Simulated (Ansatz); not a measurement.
CsBr:
```xyz
2
Lattice="4.3237 0.0000 0.0000 0.0000 4.3237 0.0000 0.0000 0.0000 4.3237" Properties=species:S:1:pos:R:3 pbc="T T T"
Cs     0.0000     0.0000     0.0000
Br     2.1619     2.1619     2.1619
```

Relaxed with r²SCAN.

### Question
Give the optical modes at the zone centre with their infrared and Raman activity from DFPT, r²SCAN in the plane-wave PAW code Ansatz.

### Answer
Transverse frequencies, without the LO–TO term; a row sums one degenerate level.

| ω (cm⁻¹) | degeneracy | IR ((D/Å)²/amu) | Raman (Å⁴/amu) | activity | symmetry |
|---|---|---|---|---|---|
| 69 | 3 | 2.32 | 0 | IR | T1u |

### Question
How high does the top mode go among those that the LO–TO term moves?

### Answer
109 cm⁻¹ for q along x.

Space group Pm-3m (CsCl type). Symmetry was held in the r²SCAN relaxation; phonons on a q-mesh show no instability. Spin–orbit coupling is left out wherever it is not named.

Potentials: the later of the program's two PAW sets.
